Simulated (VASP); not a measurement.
# Be (Im-3m) in VASP: notebook, part 2 of 2

VASP 6.6.1. Earlier steps stand in the parts before.

### 3 Single point, PBEsol

This run uses another cell than the first one, of 7.44 Å³/atom, 0.960 times its volume.

Contents of INCAR:

```
  PREC = Accurate
  ENCUT = 520
  EDIFF = 1E-7
  ISMEAR = -1
  SIGMA = 0.1
  LREAL = False
  LASPH = True
  NELM = 80
  ALGO = Fast
  ISIF = 2
  LWAVE = False
  LCHARG = False
  GGA = PS
  NBANDS = 7
```

Contents of KPOINTS:

```
regular mesh
0
Gamma
  20 20 20
```

Contents of POSCAR:

```
Be
1.0
   -1.2300357510      1.2300357510      1.2300357510
    1.2300357510     -1.2300357510      1.2300357510
    1.2300357510      1.2300357510     -1.2300357510
Be
1
Direct
    0.0000000000      0.0000000000      0.0000000000
```

Potentials or basis: VASP PAW PBE potentials, release 64 (Be).

The run is started by

```sh
$ cat potpaw_PBE.64/Be/POTCAR > POTCAR
$ mpirun -np 1 vasp_std > vasp.out
```

OUTCAR:

```text
PREC = Accurate
   ENCUT = 520
   EDIFF = 1E-7
   ISMEAR = -1
   LREAL = False
   LASPH = True
   NELM = 80
   ISIF = 2
   GGA = PS

 ion  position               nearest neighbor table
   1  0.000  0.000  0.000-

  LATTYP: Found a body centered cubic cell.
 ALAT       =     2.4600715020

  Lattice vectors:

 A1 = (  -1.2300357510,   1.2300357510,   1.2300357510)
 A2 = (   1.2300357510,  -1.2300357510,   1.2300357510)
 A3 = (   1.2300357510,   1.2300357510,  -1.2300357510)

Analysis of symmetry for initial positions (statically):
=====================================================================
 Subroutine PRICEL returns:
 Original cell was already a primitive cell.

 Routine SETGRP: Setting up the symmetry group for a
 body centered cubic supercell.

 Subroutine GETGRP returns: Found 48 space group operations
 (whereof 48 operations were pure point group operations)
 out of a pool of 48 trial point group operations.

The static configuration has the point symmetry O_h .

[... 155 lines left out ...]
  free energy    TOTEN  =        -3.89743508 eV

  energy without entropy =       -3.89375790  energy(sigma->0) =       -3.89559649

 E-fermi :   8.3739     XC(G=0): -10.8126

 val. band max:        8.3571283509   @ k =  -0.3500  -0.4000   0.0500
 cond. band min:       8.3902258509   @ k =   0.3000   0.2500   0.1500
 fundamental gap:      0.0330975000
 Fermi energy:         8.3738631764

 k-point     1 :       0.0000    0.0000    0.0000
  band No.  band energies     occupation
      1      -4.1572      2.00000
      2      28.6527      0.00000
      3      28.6527      0.00000
      4      28.6527      0.00000
      5      40.2325      0.00000
      6      40.2325      0.00000
      7      40.2325      0.00000
[... 221 lines left out ...]
 k-point    24 :       0.2500    0.1000   -0.0000
  band No.  band energies     occupation
      1      -0.6839      2.00000
      2      16.3171      0.00000
      3      21.4538      0.00000
      4      24.3158      0.00000
      5      33.9864      0.00000
      6      35.0099      0.00000
      7      42.0883      0.00000

 [... further k-points ...]

------------------------ aborting loop because EDIFF is reached ----------------------------------------

  FORCE on cell =-STRESS in cart. coord.  units (eV):
  Direction    XX          YY          ZZ          XY          YZ          ZX
  --------------------------------------------------------------------------------------
  -------------------------------------------------------------------------------------
  Total        0.2677729      0.2677729      0.2677729      0.0000000      0.0000000      0.0000000
  in kB       57.6320365     57.6320365     57.6320365      0.0000000      0.0000000      0.0000000
  external PRESSURE =      57.6320365 kB  Pullay stress =       0.0000000 kB

 VOLUME and BASIS-vectors are now :
 -----------------------------------------------------------------------------
  energy-cutoff  :      520.00
  volume of cell :        7.44
      direct lattice vectors                 reciprocal lattice vectors
    -1.230035751  1.230035751  1.230035751     0.000000000  0.406492250  0.406492250
     1.230035751 -1.230035751  1.230035751     0.406492250  0.000000000  0.406492250
     1.230035751  1.230035751 -1.230035751     0.406492250  0.406492250  0.000000000

 POSITION                                       TOTAL-FORCE (eV/Angst)
 -----------------------------------------------------------------------------------
      0.00000      0.00000      0.00000         0.000000      0.000000      0.000000
 -----------------------------------------------------------------------------------
    total drift:                                0.000000     -0.000000      0.000000

  FREE ENERGIE OF THE ION-ELECTRON SYSTEM (eV)
  ---------------------------------------------------
  free  energy   TOTEN  =        -3.8974350826 eV

  energy  without entropy=       -3.8937579034  energy(sigma->0) =       -3.89559649
```

OSZICAR:

```text
N       E                     dE             d eps       ncg     rms          rms(c)
DAV:   1    -0.248945636319E+01   -0.24895E+01   -0.11308E+03  3899   0.234E+02
DAV:   2    -0.391066005763E+01   -0.14212E+01   -0.13707E+01  4921   0.278E+01
DAV:   3    -0.391269479009E+01   -0.20347E-02   -0.20346E-02  3997   0.928E-01
DAV:   4    -0.391269516605E+01   -0.37595E-06   -0.37571E-06  5467   0.128E-02
DAV:   5    -0.391269516516E+01    0.88635E-09   -0.90509E-10  4018   0.682E-05    0.853E-01
RMM:   6    -0.390165761789E+01    0.11038E-01   -0.86129E-04  3585   0.335E-01    0.522E-01
RMM:   7    -0.389744371030E+01    0.42139E-02   -0.95721E-04  3667   0.338E-01    0.170E-02
RMM:   8    -0.389743444994E+01    0.92604E-05   -0.28678E-05  3882   0.469E-02    0.398E-03
RMM:   9    -0.389743515466E+01   -0.70472E-06   -0.15016E-06  4087   0.103E-02    0.595E-04
RMM:  10    -0.389743508256E+01    0.72098E-07   -0.11167E-07  3853   0.294E-03
   1 F= -.38974351E+01 E0= -.38955965E+01  d E =-.367718E-02
```

stdout:

```text
POSCAR found type information on POSCAR Be
 POSCAR found :  1 types and       1 ions
 scaLAPACK will be used
 -----------------------------------------------------------------------------
|                                                                             |
|                                                                             |
|     You enforced a specific xc type in the INCAR file but a different       |
|     I HOPE YOU KNOW WHAT YOU ARE DOING!                                     |
|                                                                             |
 -----------------------------------------------------------------------------

 LDA part: xc-table for (Slater+PW92), standard interpolation
 POSCAR, INCAR and KPOINTS ok, starting setup
 FFT: planning ... GRIDC
 FFT: planning ... GRID_SOFT
 FFT: planning ... GRID
 WAVECAR not read
 entering main loop
```

Wall time 5.3 s (1 thread of AMD EPYC 9R45 (Zen 5), shared host); peak memory 0.08 GiB.

What came out:

| Item | Value |
| --- | --- |
| Free energy | -3.8974 eV |
| Pressure | 5.8 GPa |
| Band gap on the k mesh | none (metal or under the smearing width) |

Caveat: the PAW data sets were made with another functional, which shifts forces and pressure a little.

### 4 Single point, PBEsol

This run uses another cell than the first one, of 6.82 Å³/atom, 0.880 times its volume.

Contents of INCAR:

```
PREC     = Accurate       # precision mode
ENCUT    = 520            # plane-wave cutoff, eV
EDIFF    = 1E-7           # SCF threshold, eV
ISMEAR   = -1             # smearing method
SIGMA    = 0.1            # smearing width, eV
LREAL    = False          # projectors in reciprocal space
LASPH    = True           # aspherical terms in the spheres
NELM     = 80             # most SCF steps
ALGO     = Normal         # electronic algorithm
ISIF     = 2              # what is computed and relaxed
LWAVE    = False          # write WAVECAR
LCHARG   = False          # write CHGCAR
GGA      = PS             # functional
NBANDS   = 7              # bands
```

KPOINTS is that of step 3.

Contents of POSCAR:

```
Be
1.0
   -1.1948724490      1.1948724490      1.1948724490
    1.1948724490     -1.1948724490      1.1948724490
    1.1948724490      1.1948724490     -1.1948724490
Be
1
Direct
    0.0000000000      0.0000000000      0.0000000000
```

The run is started by

```sh
$ cat potpaw_PBE.64/Be/POTCAR > POTCAR
$ mpirun -np 1 vasp_std > vasp.out
```

Wall time 5 s (1 thread of AMD EPYC 9R45 (Zen 5), shared host); peak memory 0.08 GiB.

The run converged. Its results:

| Quantity | Value |
| --- | --- |
| Free energy | -3.8490 eV |
| Pressure | 20.1 GPa |
| Band gap on the k mesh | none (metal or under the smearing width) |

Levels at points of the mesh, in eV from the Fermi level:
```csv
k point,band 1,band 2,band 3,band 4,band 5,band 6
"(0.00, 0.00, 0.00)",-13.04,21.77,21.77,21.77,33.71,33.71
"(0.50, 0.00, 0.00)",-5.79,0.89,13.74,17.21,22.28,29.42
"(0.50, 0.50, 0.50)",4.45,4.45,4.45,10.58,10.58,21.77
```

Caveat: so large a pressure means that the cell lies far from this level's equilibrium, or that cutoff or potentials fall short; the potentials were made for another functional, which shifts forces and pressure.

### 5 The runs side by side

```csv
cell,k mesh,gap on the mesh (eV),pressure (GPa)
"Im-3m, 7.75 Å³/atom",29 × 29 × 29,none,0.3
"Im-3m, 7.44 Å³/atom",20 × 20 × 20,none,5.8
"Im-3m, 6.82 Å³/atom",20 × 20 × 20,none,20.1
```

Alike in all rows: task single point; level PBEsol; potentials or basis VASP PAW PBE potentials, release 64 (Be); no spin polarisation; cutoff (eV) 520; smearing fermi-dirac 0.1 eV.

Every run on the cell as given and a fine mesh finds a metal.

Caveats: the PAW data sets were made with another functional, which shifts forces and pressure a little (some runs); so large a pressure means that the cell lies far from this level's equilibrium, or that cutoff or potentials fall short (some runs); the potentials were made for another functional, which shifts forces and pressure (some runs).

Total energies depend on the potentials used, so only differences within one code and one set of settings carry meaning.
